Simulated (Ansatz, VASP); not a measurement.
# Si54BN71 (B_N) in two plane-wave programs

Aim: how closely do two programs agree when they are given the same cell, functional and k mesh? Of the first pair: The structure shown is the start of the Ansatz relaxation below; VASP solves that cell, so the two are compared at the walk's first step.

Main program and level: Ansatz 0.2.0; plane waves, with VASP 6.6.1 beside it; single point at PBEsol.

## 1. Starting point

The cell holds 126 atoms: 54 Si, 71 N and 1 B. Its edges and angles: a = 13.206 Å, b = 13.206 Å, c = 8.731 Å, α = 90.0°, β = 90.0°, γ = 120.0°. It derives from Si3N4 (Si3N4 (P6_3/m)). Nearest the centre at fractional (0.576, 0.453, 0.583): B126 at 0.05 Å, Si35 at 1.70 Å, Si53 at 1.73 Å, Si32 at 1.77 Å, N99 at 2.78 Å, N115 at 2.78 Å, N92 at 2.79 Å, N80 at 2.83 Å.

## 2. Ansatz: relaxation, PBEsol

Ansatz runs on its PAW soft_1 files.

The two programs are compared at the cell with which this relaxation starts, whose forces are those of its first step.

File input.yaml:

```yaml
crystal:
  lattice:
    - [11.43668588, 6.60297367, 0.0]
    - [-11.43668588, 6.60297367, 0.0]
    - [0.0, 0.0, 8.73076733]
  atoms:
    - { symbol: Si, position: [0.01950046, 0.80655545, 0.25] }
    - { symbol: Si, position: [0.3528338, 0.47322211, 0.25] }
    - { symbol: Si, position: [0.68616713, 0.13988878, 0.25] }
    - { symbol: Si, position: [0.21294502, 0.01950046, 0.08333333] }
    - { symbol: Si, position: [0.54627835, 0.68616713, 0.08333333] }
    - { symbol: Si, position: [0.87961168, 0.3528338, 0.08333333] }
    - { symbol: Si, position: [0.13988878, 0.45372165, 0.08333333] }
    - { symbol: Si, position: [0.47322211, 0.12038832, 0.08333333] }
    - { symbol: Si, position: [0.80655545, 0.78705498, 0.08333333] }
    - { symbol: Si, position: [0.19344455, 0.21294502, 0.25] }
    - { symbol: Si, position: [0.52677789, 0.87961168, 0.25] }
    - { symbol: Si, position: [0.86011122, 0.54627835, 0.25] }
    - { symbol: Si, position: [0.12038832, 0.6471662, 0.25] }
    - { symbol: Si, position: [0.45372165, 0.31383287, 0.25] }
    - { symbol: Si, position: [0.78705498, 0.98049954, 0.25] }
    - { symbol: Si, position: [0.31383287, 0.86011122, 0.08333333] }
    - { symbol: Si, position: [0.6471662, 0.52677789, 0.08333333] }
    - { symbol: Si, position: [0.98049954, 0.19344455, 0.08333333] }
    - { symbol: "N", position: [0.0, 0.66666667, 0.25] }
    - { symbol: "N", position: [0.33333333, 0.33333333, 0.25] }
    - { symbol: "N", position: [0.66666667, 0.0, 0.25] }
    - { symbol: "N", position: [0.0, 0.33333333, 0.08333333] }
    - { symbol: "N", position: [0.33333333, 0.0, 0.08333333] }
    - { symbol: "N", position: [0.66666667, 0.66666667, 0.08333333] }
    - { symbol: "N", position: [0.21345843, 0.45653274, 0.25] }
    - { symbol: "N", position: [0.54679176, 0.12319941, 0.25] }
    - { symbol: "N", position: [0.8801251, 0.78986608, 0.25] }
    - { symbol: "N", position: [0.09025902, 0.8801251, 0.08333333] }
    - { symbol: "N", position: [0.42359235, 0.54679176, 0.08333333] }
    - { symbol: "N", position: [0.75692569, 0.21345843, 0.08333333] }
    - { symbol: "N", position: [0.12319941, 0.57640765, 0.08333333] }
    - { symbol: "N", position: [0.45653274, 0.24307431, 0.08333333] }
    - { symbol: "N", position: [0.78986608, 0.90974098, 0.08333333] }
    - { symbol: "N", position: [0.21013392, 0.09025902, 0.25] }
    - { symbol: "N", position: [0.54346726, 0.75692569, 0.25] }
    - { symbol: "N", position: [0.87680059, 0.42359235, 0.25] }
    - { symbol: "N", position: [0.1198749, 0.21013392, 0.08333333] }
    - { symbol: "N", position: [0.45320824, 0.87680059, 0.08333333] }
    - { symbol: "N", position: [0.78654157, 0.54346726, 0.08333333] }
    - { symbol: "N", position: [0.24307431, 0.78654157, 0.25] }
    - { symbol: "N", position: [0.57640765, 0.45320824, 0.25] }
    - { symbol: "N", position: [0.90974098, 0.1198749, 0.25] }
    - { symbol: Si, position: [0.01950046, 0.80655545, 0.58333333] }
    - { symbol: Si, position: [0.3528338, 0.47322211, 0.58333333] }
    - { symbol: Si, position: [0.68616713, 0.13988878, 0.58333333] }
    - { symbol: Si, position: [0.21294502, 0.01950046, 0.41666667] }
    - { symbol: Si, position: [0.54627835, 0.68616713, 0.41666667] }
    - { symbol: Si, position: [0.87961168, 0.3528338, 0.41666667] }
    - { symbol: Si, position: [0.13988878, 0.45372165, 0.41666667] }
    - { symbol: Si, position: [0.47322211, 0.12038832, 0.41666667] }
    - { symbol: Si, position: [0.80655545, 0.78705498, 0.41666667] }
    - { symbol: Si, position: [0.19344455, 0.21294502, 0.58333333] }
    - { symbol: Si, position: [0.52677789, 0.87961168, 0.58333333] }
    - { symbol: Si, position: [0.86011122, 0.54627835, 0.58333333] }
    - { symbol: Si, position: [0.12038832, 0.6471662, 0.58333333] }
    - { symbol: Si, position: [0.45372165, 0.31383287, 0.58333333] }
    - { symbol: Si, position: [0.78705498, 0.98049954, 0.58333333] }
    - { symbol: Si, position: [0.31383287, 0.86011122, 0.41666667] }
    - { symbol: Si, position: [0.6471662, 0.52677789, 0.41666667] }
    - { symbol: Si, position: [0.98049954, 0.19344455, 0.41666667] }
    - { symbol: "N", position: [0.0, 0.66666667, 0.58333333] }
    - { symbol: "N", position: [0.33333333, 0.33333333, 0.58333333] }
    - { symbol: "N", position: [0.66666667, 0.0, 0.58333333] }
    - { symbol: "N", position: [0.0, 0.33333333, 0.41666667] }
    - { symbol: "N", position: [0.33333333, 0.0, 0.41666667] }
    - { symbol: "N", position: [0.66666667, 0.66666667, 0.41666667] }
    - { symbol: "N", position: [0.21345843, 0.45653274, 0.58333333] }
    - { symbol: "N", position: [0.54679176, 0.12319941, 0.58333333] }
    - { symbol: "N", position: [0.8801251, 0.78986608, 0.58333333] }
    - { symbol: "N", position: [0.09025902, 0.8801251, 0.41666667] }
    - { symbol: "N", position: [0.42359235, 0.54679176, 0.41666667] }
    - { symbol: "N", position: [0.75692569, 0.21345843, 0.41666667] }
    - { symbol: "N", position: [0.12319941, 0.57640765, 0.41666667] }
    - { symbol: "N", position: [0.45653274, 0.24307431, 0.41666667] }
    - { symbol: "N", position: [0.78986608, 0.90974098, 0.41666667] }
    - { symbol: "N", position: [0.21013392, 0.09025902, 0.58333333] }
    - { symbol: "N", position: [0.54346726, 0.75692569, 0.58333333] }
    - { symbol: "N", position: [0.87680059, 0.42359235, 0.58333333] }
    - { symbol: "N", position: [0.1198749, 0.21013392, 0.41666667] }
    - { symbol: "N", position: [0.45320824, 0.87680059, 0.41666667] }
    - { symbol: "N", position: [0.78654157, 0.54346726, 0.41666667] }
    - { symbol: "N", position: [0.24307431, 0.78654157, 0.58333333] }
    - { symbol: B, position: [0.57640765, 0.45320824, 0.58333333] }
    - { symbol: "N", position: [0.90974098, 0.1198749, 0.58333333] }
    - { symbol: Si, position: [0.01950046, 0.80655545, 0.91666667] }
    - { symbol: Si, position: [0.3528338, 0.47322211, 0.91666667] }
    - { symbol: Si, position: [0.68616713, 0.13988878, 0.91666667] }
    - { symbol: Si, position: [0.21294502, 0.01950046, 0.75] }
    - { symbol: Si, position: [0.54627835, 0.68616713, 0.75] }
    - { symbol: Si, position: [0.87961168, 0.3528338, 0.75] }
    - { symbol: Si, position: [0.13988878, 0.45372165, 0.75] }
    - { symbol: Si, position: [0.47322211, 0.12038832, 0.75] }
    - { symbol: Si, position: [0.80655545, 0.78705498, 0.75] }
    - { symbol: Si, position: [0.19344455, 0.21294502, 0.91666667] }
    - { symbol: Si, position: [0.52677789, 0.87961168, 0.91666667] }
    - { symbol: Si, position: [0.86011122, 0.54627835, 0.91666667] }
    - { symbol: Si, position: [0.12038832, 0.6471662, 0.91666667] }
    - { symbol: Si, position: [0.45372165, 0.31383287, 0.91666667] }
    - { symbol: Si, position: [0.78705498, 0.98049954, 0.91666667] }
    - { symbol: Si, position: [0.31383287, 0.86011122, 0.75] }
    - { symbol: Si, position: [0.6471662, 0.52677789, 0.75] }
    - { symbol: Si, position: [0.98049954, 0.19344455, 0.75] }
    - { symbol: "N", position: [0.0, 0.66666667, 0.91666667] }
    - { symbol: "N", position: [0.33333333, 0.33333333, 0.91666667] }
    - { symbol: "N", position: [0.66666667, 0.0, 0.91666667] }
    - { symbol: "N", position: [0.0, 0.33333333, 0.75] }
    - { symbol: "N", position: [0.33333333, 0.0, 0.75] }
    - { symbol: "N", position: [0.66666667, 0.66666667, 0.75] }
    - { symbol: "N", position: [0.21345843, 0.45653274, 0.91666667] }
    - { symbol: "N", position: [0.54679176, 0.12319941, 0.91666667] }
    - { symbol: "N", position: [0.8801251, 0.78986608, 0.91666667] }
    - { symbol: "N", position: [0.09025902, 0.8801251, 0.75] }
    - { symbol: "N", position: [0.42359235, 0.54679176, 0.75] }
    - { symbol: "N", position: [0.75692569, 0.21345843, 0.75] }
    - { symbol: "N", position: [0.12319941, 0.57640765, 0.75] }
    - { symbol: "N", position: [0.45653274, 0.24307431, 0.75] }
    - { symbol: "N", position: [0.78986608, 0.90974098, 0.75] }
    - { symbol: "N", position: [0.21013392, 0.09025902, 0.91666667] }
    - { symbol: "N", position: [0.54346726, 0.75692569, 0.91666667] }
    - { symbol: "N", position: [0.87680059, 0.42359235, 0.91666667] }
    - { symbol: "N", position: [0.1198749, 0.21013392, 0.75] }
    - { symbol: "N", position: [0.45320824, 0.87680059, 0.75] }
    - { symbol: "N", position: [0.78654157, 0.54346726, 0.75] }
    - { symbol: "N", position: [0.24307431, 0.78654157, 0.91666667] }
    - { symbol: "N", position: [0.57640765, 0.45320824, 0.91666667] }
    - { symbol: "N", position: [0.90974098, 0.1198749, 0.91666667] }
  host:
    repeats: [1, 1, 3]
    atoms:
      - { symbol: Si, position: [0.01950046, 0.80655545, 0.75] }
      - { symbol: Si, position: [0.3528338, 0.47322211, 0.75] }
      # ... 40 more atoms of the perfect host
basis:
  ecutwfc: 420
  xc_grid: 2
hamiltonian:
  xc: pbesol
  pseudopotentials: { kind: paw, azcp: { folder: soft_1 }, xc_functional: pbe }
kpoints:
  mp_grid: { grid: [1, 1, 1], shift: [0.25, 0.25, 0.25] }
magnetization:
  spin_polarized: true
  initial_magnetization: 2
  spin_locking: { lock_magnetization: hard }
scf:
  occupations: { method: fixed }
  max_iter: 80
output:
  forces: true
  charged_corrections:
    epsilon: [4.29, 4.29, 4.37]
    static_epsilon: [8.29, 8.29, 8.25]
    defect_position: [0.576408, 0.453208, 0.583333]
relax:
  f_tol: 0.02
  max_steps: 80
  random_displacement: { amplitude: 0.05, seed: 8599 }
checkpoint:
  write: "../q0_M2.relax.run"
  compress: false
  write_wavefunctions: true
  write_every: 100000
```

Run with:

```
> ansatz run input.yaml --threads 4 --pin off --max-ram 15073MiB --backend cpu --events-out ev --progress --plain --runs-dir out
```

Numbers of over 12 decimals in the logs are rounded to 6 here.

What it wrote:

```text
Engine: ansatz 0.2.0, aarch64-unknown-linux-gnu
Pseudopotentials: kind: paw
Pseudopotential: Si, paw, valence charge 4, recommended cutoff 420 eV (normal), soft_1/Si.paw.azcp
Pseudopotential: N, paw, valence charge 5, recommended cutoff 420 eV (normal), soft_1/N.paw.azcp
Pseudopotential: B, paw, valence charge 3, recommended cutoff 420 eV (normal), soft_1/B.paw.azcp
Functional definition: PBEsol
  exchange = pbesol_x
  correlation = pbesol_c
Crystal: 126 atoms, lattice volume = 1318.628 Å³
Basis set: ecut = 420 eV, 25805 PW (Γ), exchange–correlation on 180×180×120 points (8 copies of the dense FFT grid, shifted against one another)
Bands: 414, of which v1, the nominal top of the filled ones, is band 287 counted from 1 (286 counted from 0)
Symmetry: 1 space group operations
k-points: 1
Non-local potential: Si, projectors of the file, l = 0: 2, l = 1: 2, l = 2: 1
Non-local potential: N, projectors of the file, l = 0: 2, l = 1: 2, l = 2: 1
Non-local potential: B, projectors of the file, l = 0: 2, l = 1: 2, l = 2: 1
PAW form: soft (Blöchl's): semilocal exchange-correlation on the pseudo side does not see the compensation charge
PAW frozen core: Si, regenerated for the run's functional, and the local potential with it (the file was generated under x = pbe(κ = 0.804, μ = 0.219515), c = pbe(β = 0.066725))
PAW frozen core: N, regenerated for the run's functional, and the local potential with it (the file was generated under x = pbe(κ = 0.804, μ = 0.219515), c = pbe(β = 0.066725))
PAW frozen core: B, regenerated for the run's functional, and the local potential with it (the file was generated under x = pbe(κ = 0.804, μ = 0.219515), c = pbe(β = 0.066725))
PAW one-centre angular grid: Si, 110 points (default); XC on 64 Gauss nodes
PAW one-centre angular grid: N, 110 points (default); XC on 64 Gauss nodes
PAW one-centre angular grid: B, 110 points (default); XC on 64 Gauss nodes
Initial density: superposition of atomic densities (chi_scale 0.1, normalization cell, long waves kept (reshape's long-wave potential 0.31 eV rms))
Starting moments: Σ|m| = 2 μB on 126 of 126 sites
Initial wavefunctions: pseudopotential atomic-orbital guess
Functional: x = pbesol(κ = 0.804, μ = 0.123457), c = pbesol(β = 0.046)
SCF iter   1: F=—  HF=-60825.740754 eV  |F-HF|=—  |Δ(HF+E_count)|=         —  Δρ=7.41e-2 (↑7.41e-2 ↓7.28e-2)  dr2=3.23e2  dr2_m=8.46e-2  M=2.000 μB ∫|m|=2.010 μB  β_m=0.30  ethr=3.10e-3  ⟨swp⟩=7.0  Hψ=3298  notcnv=0  defer=246
preconditioner: auto → Resta (q_TF=auto, 2.375 Å⁻¹)  ε∞=3.6  [insulator: Δε(μ)=0.079 eV  Ē_g=15.251 eV  n_scr=282 (ndim 8)  ℏωp=24.5 eV  f_vac=0.009  ε∞_Penn≈3.6]
spin=Collinear: Resta preconditioning applied to the charge; magnetization (m = ρ↑ − ρ↓) channel mixes plain (no charge-response kernel on spin).
SCF iter   2: F=—  HF=-60750.333834 eV  |F-HF|=—  |Δ(HF+E_count)|=    7.54e1  Δρ=3.85e-2 (↑3.85e-2 ↓3.81e-2)  dr2=8.24e1  dr2_m=1.38e-1  M=2.000 μB ∫|m|=2.045 μB  β_m=0.44  ethr=3.10e-3  ⟨swp⟩=3.5  Hψ=1428  notcnv=0  defer=248
SCF iter   3: F=—  HF=-60727.137937 eV  |F-HF|=—  |Δ(HF+E_count)|=    2.32e1  Δρ=1.42e-2 (↑1.40e-2 ↓1.42e-2)  dr2=5.65e0  dr2_m=6.10e-2  M=2.000 μB ∫|m|=2.150 μB  β_m=0.66  ethr=3.10e-3  ⟨swp⟩=3.0  Hψ=1713  notcnv=0  defer=250
SCF iter   4: F=—  HF=-60726.594966 eV  |F-HF|=—  |Δ(HF+E_count)|=   5.43e-1  Δρ=7.17e-3 (↑4.01e-3 ↓7.17e-3)  dr2=2.29e0  dr2_m=8.26e-2  M=2.000 μB ∫|m|=2.077 μB  β_m=0.57  ethr=9.84e-4  ⟨swp⟩=4.0  Hψ=1450  notcnv=0  defer=250
SCF iter   5: F=—  HF=-60726.266245 eV  |F-HF|=—  |Δ(HF+E_count)|=   3.29e-1  Δρ=2.35e-3 (↑1.29e-3 ↓2.35e-3)  dr2=1.83e-1  dr2_m=8.72e-3  M=2.000 μB ∫|m|=2.064 μB  β_m=0.56  ethr=3.99e-4  ⟨swp⟩=3.0  Hψ=955  notcnv=0  defer=250
SCF iter   6: F=—  HF=-60726.279922 eV  |F-HF|=—  |Δ(HF+E_count)|=   1.37e-2  Δρ=1.73e-3 (↑6.46e-4 ↓1.73e-3)  dr2=1.04e-1  dr2_m=7.10e-3  M=2.000 μB ∫|m|=2.061 μB  β_m=0.58  ethr=3.19e-5  ⟨swp⟩=2.5  Hψ=1110  notcnv=0  defer=250
SCF iter   7: F=—  HF=-60726.287391 eV  |F-HF|=—  |Δ(HF+E_count)|=   7.47e-3  Δρ=8.19e-4 (↑4.10e-4 ↓8.19e-4)  dr2=2.36e-2  dr2_m=1.48e-3  M=2.000 μB ∫|m|=2.065 μB  β_m=0.64  ethr=1.81e-5  ⟨swp⟩=3.0  Hψ=863  notcnv=0  defer=250
SCF iter   8: F=—  HF=-60726.295465 eV  |F-HF|=—  |Δ(HF+E_count)|=   8.07e-3  Δρ=5.41e-4 (↑2.32e-4 ↓5.41e-4)  dr2=1.43e-2  dr2_m=5.73e-4  M=2.000 μB ∫|m|=2.073 μB  β_m=0.55  ethr=4.12e-6  ⟨swp⟩=3.0  Hψ=1024  notcnv=0  defer=250
SCF iter   9: F=—  HF=-60726.296347 eV  |F-HF|=—  |Δ(HF+E_count)|=   8.82e-4  Δρ=1.55e-4 (↑1.03e-4 ↓1.55e-4)  dr2=1.26e-3  dr2_m=3.54e-5  M=2.000 μB ∫|m|=2.076 μB  β_m=0.63  ethr=2.48e-6  ⟨swp⟩=2.0  Hψ=859  notcnv=0  defer=250
SCF iter  10: F=—  HF=-60726.296894 eV  |F-HF|=—  |Δ(HF+E_count)|=   5.47e-4  Δρ=9.18e-5 (↑5.08e-5 ↓9.18e-5)  dr2=3.79e-4  dr2_m=1.28e-5  M=2.000 μB ∫|m|=2.079 μB  β_m=0.62  ethr=2.20e-7  ⟨swp⟩=2.0  Hψ=1264  notcnv=0  defer=250
[...]
- { symbol: N, position: [0.333184, 0.333092, 0.249642] }
    - { symbol: N, position: [0.666548, 0.000144084, 0.250618] }
    - { symbol: N, position: [0.000245938, 0.333597, 0.083955] }
    - { symbol: N, position: [0.333729, 0.000331291, 0.083260] }
    - { symbol: N, position: [0.667748, 0.667102, 0.085666] }
    - { symbol: N, position: [0.213273, 0.455725, 0.250634] }
    - { symbol: N, position: [0.546668, 0.122557, 0.248369] }
    - { symbol: N, position: [0.881836, 0.791687, 0.250951] }
    - { symbol: N, position: [0.091856, 0.880290, 0.084440] }
    - { symbol: N, position: [0.423821, 0.546811, 0.083596] }
    - { symbol: N, position: [0.756665, 0.213938, 0.083091] }
    - { symbol: N, position: [0.124125, 0.576144, 0.083938] }
    - { symbol: N, position: [0.456552, 0.243453, 0.080422] }
    - { symbol: N, position: [0.789824, 0.910157, 0.083906] }
    - { symbol: N, position: [0.209012, 0.089402, 0.250196] }
    - { symbol: N, position: [0.543375, 0.756824, 0.250485] }
    - { symbol: N, position: [0.877122, 0.423781, 0.250124] }
    - { symbol: N, position: [0.119707, 0.209929, 0.083375] }
    - { symbol: N, position: [0.453736, 0.877401, 0.084034] }
    - { symbol: N, position: [0.789632, 0.546323, 0.084365] }
    - { symbol: N, position: [0.244104, 0.785785, 0.249970] }
    - { symbol: N, position: [0.577828, 0.451993, 0.246733] }
    - { symbol: N, position: [0.908333, 0.120754, 0.249459] }
    - { symbol: Si, position: [0.020414, 0.806915, 0.584214] }
    - { symbol: Si, position: [0.353035, 0.470836, 0.583506] }
    - { symbol: Si, position: [0.685731, 0.140523, 0.582940] }
    - { symbol: Si, position: [0.213398, 0.018976, 0.416356] }
    - { symbol: Si, position: [0.545287, 0.685832, 0.417130] }
    - { symbol: Si, position: [0.879427, 0.353444, 0.417243] }
    - { symbol: Si, position: [0.140266, 0.453699, 0.417558] }
    - { symbol: Si, position: [0.471290, 0.116774, 0.414095] }
    - { symbol: Si, position: [0.809393, 0.790501, 0.417659] }
    - { symbol: Si, position: [0.185426, 0.207366, 0.583590] }
    - { symbol: Si, position: [0.527320, 0.879714, 0.583804] }
    - { symbol: Si, position: [0.860982, 0.547935, 0.584830] }
    - { symbol: Si, position: [0.120532, 0.646585, 0.583997] }
    - { symbol: Si, position: [0.438135, 0.300200, 0.577025] }
    - { symbol: Si, position: [0.787379, 0.982255, 0.583839] }
    - { symbol: Si, position: [0.313598, 0.857970, 0.417327] }
    - { symbol: Si, position: [0.650590, 0.529809, 0.409403] }
    - { symbol: Si, position: [0.978657, 0.193846, 0.416105] }
    - { symbol: N, position: [0.00114555, 0.667348, 0.583752] }
[...]
- { symbol: B, position: [0.567305, 0.450796, 0.588411] }
[...]
- { symbol: Si, position: [0.021216, 0.807273, 0.918055] }
    - { symbol: Si, position: [0.353013, 0.473294, 0.916740] }
    - { symbol: Si, position: [0.686163, 0.140315, 0.916337] }
    - { symbol: Si, position: [0.213301, 0.019127, 0.750644] }
    - { symbol: Si, position: [0.546618, 0.686533, 0.751230] }
    - { symbol: Si, position: [0.879466, 0.353556, 0.750274] }
[...]
- { symbol: Si, position: [0.526801, 0.879758, 0.917435] }
    - { symbol: Si, position: [0.864001, 0.548328, 0.919216] }
    - { symbol: Si, position: [0.122316, 0.647493, 0.917676] }
    - { symbol: Si, position: [0.454881, 0.315113, 0.913480] }
    - { symbol: Si, position: [0.787001, 0.981656, 0.917856] }
    - { symbol: Si, position: [0.314099, 0.858943, 0.750178] }
    - { symbol: Si, position: [0.654670, 0.534396, 0.758075] }
    - { symbol: Si, position: [0.978627, 0.193755, 0.751158] }
[...]
- { symbol: N, position: [0.542899, 0.756884, 0.917838] }
    - { symbol: N, position: [0.877415, 0.424032, 0.917543] }
    - { symbol: N, position: [0.115800, 0.206410, 0.751961] }
    - { symbol: N, position: [0.453788, 0.876772, 0.750245] }
    - { symbol: N, position: [0.793382, 0.550110, 0.754183] }
    - { symbol: N, position: [0.244756, 0.786383, 0.917385] }
    - { symbol: N, position: [0.579085, 0.453827, 0.920101] }
    - { symbol: N, position: [0.908283, 0.121175, 0.918095] }
```

In the SCF lines HF is the Harris–Foulkes energy and dr2 the Hartree energy of the density residual, in eV; the loop may stop once dr2 is under the threshold and the program's other checks hold. Hψ counts applications of the Hamiltonian.

(Part 1 of 3 ends here.)

[Lines on the potential files, build, host, timing and source positions are cut from VASP's logs without a mark.]

[Logs are printed without paths, hosts, clocks, repeated set-up lines and the standing remarks that a program may print on its own settings, such as how far it seeks lower states.]

[Hosts, paths, dates, database ids (printed as entryN), source tags and the programs' standing remarks are cut or masked in the printed files.]
